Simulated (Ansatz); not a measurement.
# Cu under changes of volume

One of the cells (11.458 Å³/atom); the others are scaled copies at fixed shape and fractional positions:

```xyz
1
Lattice="-1.4428 1.4428 1.3761 1.4428 -1.4428 1.3761 1.4428 1.4428 -1.3761" Properties=species:S:1:pos:R:3 pbc="T T T"
Cu    0.0000    0.0000    0.0000
```

This isn't the form of Cu at room conditions, which is fcc.

```yaml
Program: Ansatz 0.2.0
Functional: LDA
Potentials_or_basis: Ansatz PAW
Cutoff: "420 eV (not typed: the program's choice for these potentials)"
k_mesh: 13 × 13 × 13
Occupations: fermi-dirac, width 0.05 eV
Spin: no spin polarisation
```

| volume (Å³/atom) | energy over the lowest point (meV/atom) | pressure (GPa) |
| --- | --- | --- |
| 10.771 | 1.10 | 2.8 |
| 11.000 | 0.00 | -1.2 |
| 11.229 | 4.29 | -4.7 |
| 11.458 | 13.29 | -7.8 |
| 11.687 | 26.46 | -10.5 |
| 11.916 | ? | ? |
| 12.146 | 63.28 | -15.0 |

What does the run at 11.916 Å³/atom give?

Energy over the lowest point 43.27 meV/atom; pressure -12.9 GPa.

Worked out: A Birch-Murnaghan fit of order 3 (a polynomial in V^(-2/3)) to the other rows has its minimum at 10.93 Å³/atom with B0 = V·E''(V) = 187 GPa and B' = 5.3 at fixed shape and positions, which overstates the stiffness. It gives 43.23 meV/atom at 11.916 Å³/atom, against the run's 43.27, and -dE/dV = -12.9 GPa, against -12.9.

Energies are extrapolated to zero smearing.

Caveats: the PAW data sets come from PBE, with cores solved anew for the run's functional, which leaves a small shift of forces and pressure.
